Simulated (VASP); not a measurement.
# Al3Au (I4/mmm) in VASP: further runs

One crystal, Al3Au, is run at these levels: r2SCAN, revTPSS, r2SCAN+D3(BJ); tasks: relaxation of cell and atoms, single point.

Everything below comes from runs of VASP 6.6.1. Logs are shortened: lines on timing, memory, paths and dates and some standing lists are left out, and cuts for length are marked.

## 1. Starting point

Symmetry: I4/mmm, No. 139, tetragonal system. Conventional cell: a = 4.051 Å, b = 4.051 Å, c = 8.113 Å, α = 90.00°, β = 90.00°, γ = 90.00°. Au (site symmetry 4/mmm) has 12 Al at 2.86 to 2.87 Å as nearest neighbours. Around Al (site symmetry 4/mmm) lie 4 Au at 2.86 Å and 8 Al at 2.87 Å. Around Al (site symmetry -4m2) lie 8 Al at 2.86 to 2.87 Å and 4 Au at 2.87 Å.

The cell comes from a database or a generator and needn't be the stable form of this composition.

## 2. Relaxation of cell and atoms, r2SCAN

Contents of INCAR:

```
ALGO = Normal
EDIFF = 1E-7
EDIFFG = -0.005
ENCUT = 600
IBRION = 2
ISIF = 3
ISMEAR = 1
LASPH = T
LCHARG = F
LMIXTAU = T
LREAL = F
LWAVE = F
METAGGA = R2SCAN
NELM = 60
NSW = 40
PREC = Accurate
SIGMA = 0.1
```

Contents of KPOINTS:

```
k-points
0
Gamma
  9 9 9
```

Contents of POSCAR:

```
Al3Au
1.0
   -2.0253330000      2.0253330000      4.0566000000
    2.0253330000     -2.0253330000      4.0566000000
    2.0253330000      2.0253330000     -4.0566000000
Au Al
1 3
Direct
    0.0000000000      0.0000000000      0.0000000000
    0.5000000000      0.5000000000      0.0000000000
    0.2500000000      0.7500000000      0.5000000000
    0.7500000000      0.2500000000      0.5000000000
```

Potentials or basis: VASP PAW PBE potentials, release 64 (Au, Al).

Launch:

```sh
cat potpaw_PBE.64/Au/POTCAR potpaw_PBE.64/Al/POTCAR > POTCAR
mpirun -np 1 vasp_std > vasp.out
```

OUTCAR:

```text
EDIFF = 1E-7
   EDIFFG = -0.005
   ENCUT = 600
   IBRION = 2
   ISIF = 3
   ISMEAR = 1
   LASPH = T
   LREAL = F
   METAGGA = R2SCAN
   NELM = 60
   NSW = 40
   PREC = Accurate

 ion  position               nearest neighbor table
   1  0.000  0.000  0.000-   2 2.86   2 2.86   2 2.86   2 2.86   4 2.87   3 2.87   4 2.87   3 2.87
                             4 2.87   4 2.87   3 2.87   3 2.87
   2  0.500  0.500  0.000-   1 2.86   1 2.86   1 2.86   1 2.86   4 2.87   3 2.87   4 2.87   4 2.87
                             3 2.87   3 2.87   4 2.87   3 2.87
   3  0.250  0.750  0.500-   4 2.86   4 2.86   4 2.86   4 2.86   2 2.87   1 2.87   2 2.87   2 2.87
                             1 2.87   1 2.87   2 2.87   1 2.87
   4  0.750  0.250  0.500-   3 2.86   3 2.86   3 2.86   3 2.86   2 2.87   1 2.87   2 2.87   1 2.87
                             2 2.87   2 2.87   1 2.87   1 2.87

  LATTYP: Found a body centered tetragonal cell.
 ALAT       =     4.0506660000
 C/A-ratio  =     2.0029298886

  Lattice vectors:

 A1 = (  -2.0253330000,   2.0253330000,   4.0566000000)
 A2 = (   2.0253330000,  -2.0253330000,   4.0566000000)
 A3 = (   2.0253330000,   2.0253330000,  -4.0566000000)

Analysis of symmetry for initial positions (statically):
=====================================================================
 Subroutine PRICEL returns:
 Original cell was already a primitive cell.

 Routine SETGRP: Setting up the symmetry group for a
 body centered tetragonal supercell.

 Subroutine GETGRP returns: Found 16 space group operations
 (whereof 16 operations were pure point group operations)
 out of a pool of 16 trial point group operations.

The static configuration has the point symmetry D_4h.

Analysis of symmetry for dynamics (positions and initial velocities):
=====================================================================
 Subroutine PRICEL returns:
 Original cell was already a primitive cell.

 Routine SETGRP: Setting up the symmetry group for a
 body centered tetragonal supercell.

 Subroutine GETGRP returns: Found 16 space group operations
 (whereof 16 operations were pure point group operations)
 out of a pool of 16 trial point group operations.

The dynamic configuration has the point symmetry D_4h.

 Subroutine INISYM returns: Found 16 space group operations
 (whereof 16 operations are pure point group operations),
 and found     1 'primitive' translations

----------------------------------------------------------------------------------------

                                     Primitive cell

  volume of cell :      66.5603

  direct lattice vectors                    reciprocal lattice vectors
    -2.025333000  2.025333000  4.056600000     0.000000000  0.246872983  0.123255929
     2.025333000 -2.025333000  4.056600000     0.246872983  0.000000000  0.123255929
     2.025333000  2.025333000 -4.056600000     0.246872983  0.246872983  0.000000000

  length of vectors
     4.965878682  4.965878682  4.965878682     0.275931683  0.275931683  0.349131121

  position of ions in fractional coordinates (direct lattice)
     0.000000000  0.000000000  0.000000000
     0.500000000  0.500000000  0.000000000
     0.250000000  0.750000000  0.500000000
     0.750000000  0.250000000  0.500000000

  ion indices of the primitive-cell ions
   primitive index   ion index
                 1           1
                 2           2
                 3           3
                 4           4

----------------------------------------------------------------------------------------

 KPOINTS: k-points

Automatic generation of k-mesh.
 Grid dimensions read from file:
 generate k-points for:    9    9    9

 Generating k-lattice:

  Cartesian coordinates                     Fractional coordinates (reciprocal lattice)
     0.000000000  0.027430331  0.013695103     0.111111111 -0.000000000  0.000000000
     0.027430331  0.000000000  0.013695103    -0.000000000  0.111111111  0.000000000
     0.027430331  0.027430331  0.000000000     0.000000000  0.000000000  0.111111111

  Length of vectors
     0.030659076  0.030659076  0.038792347

  Shift w.r.t. Gamma in fractional coordinates (k-lattice)
     0.000000000  0.000000000  0.000000000

 Subroutine IBZKPT returns following result:
 ===========================================

 Found     75 irreducible k-points:

 Following reciprocal coordinates:
            Coordinates               Weight
  0.000000  0.000000  0.000000      1.000000
  0.111111 -0.000000  0.000000      8.000000
  0.222222 -0.000000  0.000000      8.000000
  0.333333 -0.000000  0.000000      8.000000
  0.444444 -0.000000  0.000000      8.000000
  0.111111  0.111111  0.000000      8.000000
[... 16 lines left out ...]
 -0.333333  0.333333  0.000000      4.000000
  0.444444  0.444444  0.000000      8.000000
 [... further k-points ...]
   k-points           NKPTS =     75   k-points in BZ     NKDIM =     75   number of bands    NBANDS=     14
   number of dos      NEDOS =    301   number of ions     NIONS =      4
   total plane-waves  NPLWV =  64000
   dimension x,y,z NGX =    40 NGY =   40 NGZ =   40
   dimension x,y,z NGXF=    80 NGYF=   80 NGZF=   80
   ions per type =               1   3
   NGX,Y,Z   is equivalent  to a cutoff of  13.39, 13.39, 13.39 a.u.
   NGXF,Y,Z  is equivalent  to a cutoff of  26.78, 26.78, 26.78 a.u.
 SYSTEM =  unknown system
   PREC   = accura    normal or accurate (medium, high low for compatibility)
   ISTART =      0    job   : 0-new  1-cont  2-samecut
   ICHARG =      2    charge: 1-file 2-atom 10-const
   ISPIN  =      1    spin polarized calculation?
   LNONCOLLINEAR =      F non collinear calculations
   LSORBIT =      F    spin-orbit coupling
   LASPH  =      T    aspherical Exc in radial PAW
   ENCUT  =  600.0 eV  44.10 Ry    6.64 a.u.   9.92  9.92  9.92*2*pi/ulx,y,z
   NELM   =     60;   NELMIN=  2; NELMDL= -5     # of ELM steps
   EDIFF  = 0.1E-06   stopping-criterion for ELM
   LREAL  =      F    real-space projection
   EDIFFG = -.5E-02   stopping-criterion for IOM
   NSW    =     40    number of steps for IOM
   IBRION =      2    ionic relax: 0-MD 1-quasi-New 2-CG
   NFREE  =      1    steps in history (QN), initial steepest desc. (CG)
   ISIF   =      3    stress and relaxation
   ISYM   =      2    0-nonsym 1-usesym 2-fastsym
   POTIM  = 0.5000    time-step for ionic-motion
   TEBEG  =    0.0;   TEEND  =   0.0 temperature during run
   PSTRESS=    0.0 pullay stress
   NELECT =      20.0000    total number of electrons
   NUPDOWN=      -1.0000    fix difference up-down
   EMIN   =  10.00;   EMAX   =-10.00  energy-range for DOS
   EFERMI =   0.00;   METHOD = LEGACY
   ISMEAR =     1;   SIGMA  =   0.10  broadening in eV -4-tet -1-fermi 0-gaus
   EFERMI_NEDOS =   21; number of points for ismear=-14 and -15
   IALGO  =     38    algorithm
   IMIX   =      4    mixing-type and parameters
     AMIX     =   0.40;   BMIX     =  1.00
     AMIX_MAG =   1.60;   BMIX_MAG =  1.00
  volume/ion in A,a.u.               =      16.64       112.29
  Fermi-wavevector in a.u.,A,eV,Ry     =   1.096511  2.072106 16.358791  1.202337
  Thomas-Fermi vector in A             =   2.232855
   LORBIT       =      0    0 simple, 1 ext, 2 COOP (PROOUT), +10 PAW based schemes
   METAGGA = R2SCAN    functional components
   LHFCALC =     F    Hartree Fock is set to
   AEXX    =    0.0000 exact exchange contribution
   IVDW    =     0    specifies the selected vdW correction
   LEPSILON=     F    determine dielectric tensor
   LRPA    =     F    only Hartree local field effects (RPA)
 conjugate gradient relaxation of ions
 non-spin polarized calculation
 Methfessel and Paxton  Order N= 1 SIGMA  =   0.10
  energy-cutoff  :      600.00
  volume of cell :       66.56
 maximum number of plane-waves:      2244
   NGX = 19   NGY = 19   NGZ = 19

--------------------------------------- Ionic step        1  -------------------------------------------

 number of electron      19.9999999 magnetization

 Free energy of the ion-electron system (eV)
  ---------------------------------------------------
  ext. energy  EPLUGINS =         0.00000000
  ---------------------------------------------------
  free energy    TOTEN  =       -71.19396089 eV

  energy without entropy =      -71.19315434  energy(sigma->0) =      -71.19369204

------------------------ aborting loop because EDIFF is reached ----------------------------------------

  FORCE on cell =-STRESS in cart. coord.  units (eV):
  Direction    XX          YY          ZZ          XY          YZ          ZX
  --------------------------------------------------------------------------------------
  -------------------------------------------------------------------------------------
  Total       -1.2716580     -1.2716580     -1.4196697      0.0000000      0.0000000      0.0000000
  in kB      -30.6101788    -30.6101788    -34.1729791      0.0000000      0.0000000      0.0000000
  external PRESSURE =     -31.7977789 kB  Pullay stress =       0.0000000 kB
[... 175 lines left out ...]
  energy  without entropy=      -71.2151321982  energy(sigma->0) =      -71.21530217

--------------------------------------- Ionic step        6  -------------------------------------------

 number of electron      20.0000000 magnetization

 Free energy of the ion-electron system (eV)
  ---------------------------------------------------
  ext. energy  EPLUGINS =         0.00000000
  ---------------------------------------------------
  free energy    TOTEN  =       -71.21538884 eV

  energy without entropy =      -71.21513801  energy(sigma->0) =      -71.21530523

 E-fermi :   9.1649     XC(G=0): -11.8146

 val. band max:        9.1644733602   @ k =   0.3333  -0.0000   0.0000
 cond. band min:       9.1770429932   @ k =  -0.3333   0.3333   0.0000
 fundamental gap:      0.0125696330
 Fermi energy:         9.1649489581

 k-point     1 :       0.0000    0.0000    0.0000
  band No.  band energies     occupation
      1      -2.9901      2.00000
      2       2.5622      2.00000
      3       2.6632      2.00000
      4       2.8368      2.00000
      5       2.8368      2.00000
      6       3.3981      2.00000
      7       6.2345      2.00000
      8       9.0701      2.03783
      9       9.0701      2.03782
     10       9.7054     -0.00000
     11       9.9187     -0.00000
     12      10.0224     -0.00000
     13      10.0224     -0.00000
     14      10.4094     -0.00000
[... 375 lines left out ...]
 k-point    24 :       0.4444    0.4444    0.0000
  band No.  band energies     occupation
      1       0.8534      2.00000
      2       1.5367      2.00000
      3       2.2220      2.00000
      4       2.7952      2.00000
      5       3.0141      2.00000
      6       3.7314      2.00000
      7       3.9197      2.00000
      8       4.3393      2.00000
      9       4.9000      2.00000
     10       7.2873      2.00000
     11       8.0023      2.00000
     12      11.1303     -0.00000
     13      11.8680      0.00000
     14      13.6138      0.00000

 [... further k-points ...]
[... 5 lines left out ...]
  --------------------------------------------------------------------------------------
  -------------------------------------------------------------------------------------
  Total       -0.0135922     -0.0135922     -0.0156120      0.0000000      0.0000000     -0.0000000
  in kB       -0.3374802     -0.3374802     -0.3876287      0.0000000      0.0000000     -0.0000000
  external PRESSURE =      -0.3541963 kB  Pullay stress =       0.0000000 kB
[... 19 lines left out ...]
  FREE ENERGIE OF THE ION-ELECTRON SYSTEM (eV)
  ---------------------------------------------------
  free  energy   TOTEN  =       -71.2153888435 eV

  energy  without entropy=      -71.2151380105  energy(sigma->0) =      -71.21530523

 reached required accuracy - stopping structural energy minimisation
```

It took 16 min on 1 thread of Intel Xeon Platinum 8488C (Sapphire Rapids), shared host; peak memory 0.35 GiB.

Results:

```yaml
Free_energy: -71.2154 eV
Relaxed_volume: 16.13 Å³/atom
Relaxed_cell: a = 4.912 Å, b = 4.912 Å, c = 4.912 Å, α = 131.79°, β = 131.79°, γ = 70.56°
Space_group_after_relaxing_to_0.05_Å: I4/mmm (No. 139)
Energy_gained_by_relaxing: 5.4 meV/atom
Ionic_steps: 6
Pressure_after_relaxing: 0.0 GPa
Band_gap_on_the_k_mesh: none (metal or under the smearing width)
```

Step by step:
```tsv
step	energy change (eV)	largest force (eV/Å)	pressure (GPa)	volume (Å³)
1	0.0000	0.0000	-3.18	66.56
2	-0.0152	0.0000	1.93	63.43
3	-0.0214	0.0000	0.04	64.49
4	-0.0214	0.0000	-0.04	64.53
5	-0.0214	0.0000	-0.04	64.53
6	-0.0214	0.0000	-0.04	64.53
```

Final structure:
```
CELL_PARAMETERS angstrom
-2.00585 2.00585 4.00956
2.00585 -2.00585 4.00956
2.00585 2.00585 -4.00956
ATOMIC_POSITIONS crystal
Au 0.00000 0.00000 0.00000
Al 0.50000 0.50000 0.00000
Al 0.25000 0.75000 0.50000
Al 0.75000 0.25000 0.50000
```

Caveat: the PAW data sets were made with another functional, which shifts forces and pressure a little. Spin-orbit coupling is left out, which matters for the levels of Au.

## 3. Relaxation of cell and atoms, revTPSS

Contents of INCAR:

```
PREC     = Accurate       # precision mode
ENCUT    = 600            # plane-wave cutoff, eV
EDIFF    = 1E-7           # SCF threshold, eV
ISMEAR   = 1              # smearing method
SIGMA    = 0.1            # smearing width, eV
LREAL    = False          # projectors in reciprocal space
LASPH    = True           # aspherical terms in the spheres
NELM     = 60             # most SCF steps
ALGO     = Normal         # electronic algorithm
ISIF     = 3              # what is computed and relaxed
LWAVE    = False          # write WAVECAR
LCHARG   = False          # write CHGCAR
METAGGA  = RTPSS          # meta-GGA
LMIXTAU  = True         
IBRION   = 2              # ionic algorithm
NSW      = 40             # ionic steps
EDIFFG   = -0.01          # ionic threshold
```

Contents of KPOINTS:

```
Automatic mesh
0
Gamma
  9 9 9
```

POSCAR is that of step 2.

Potentials or basis: VASP PAW PBE potentials, release 64 (Au, Al).

Launch:

```sh
cat potpaw_PBE.64/Au/POTCAR potpaw_PBE.64/Al/POTCAR > POTCAR
mpirun -np 1 vasp_std > vasp.out
```

Wall time 18 min (1 thread of Intel Xeon Platinum 8488C (Sapphire Rapids), shared host); peak memory 0.35 GiB.

The run converged. Its results:

```yaml
Free_energy: 21.8478 eV
Relaxed_volume: 16.18 Å³/atom
Relaxed_cell: a = 4.912 Å, b = 4.912 Å, c = 4.912 Å, α = 131.69°, β = 131.69°, γ = 70.71°
Space_group_after_relaxing_to_0.05_Å: I4/mmm (No. 139)
Energy_gained_by_relaxing: 4.2 meV/atom
Ionic_steps: 6
Pressure_after_relaxing: 0.0 GPa
Band_gap_on_the_k_mesh: none (metal or under the smearing width)
```

The path:
```
step  energy change (eV)  largest force (eV/Å)  pressure (GPa)  volume (Å³)
   1              0.0000                0.0000           -2.77        66.56
   2             -0.0129                0.0000            1.51        63.82
   3             -0.0168                0.0000            0.03        64.69
   4             -0.0168                0.0000           -0.03        64.73
   5             -0.0170                0.0000           -0.04        64.73
   6             -0.0170                0.0000           -0.04        64.73
```

Final structure:
```
Au Al
1.0
    -2.00992    2.00992    4.00607
     2.00992   -2.00992    4.00607
     2.00992    2.00992   -4.00607
Au Al
1 3
Cartesian
  0.0000 0.0000 0.0000
  0.0000 0.0000 4.0061
  2.0099 0.0000 2.0030
  0.0000 2.0099 2.0030
```

Levels at points of the mesh, in eV from the Fermi level:
| k point | band 8 | band 9 | band 10 | band 11 | band 12 | band 13 |
| --- | --- | --- | --- | --- | --- | --- |
| (0.00, 0.00, 0.00) | -0.01 | -0.01 | 0.50 | 0.76 | 0.85 | 0.85 |

Caveat: the PAW data sets were made with another functional, which shifts forces and pressure a little. The run has no spin-orbit coupling, so splittings on Au are missing.

(Part 1 of 2 ends here.)
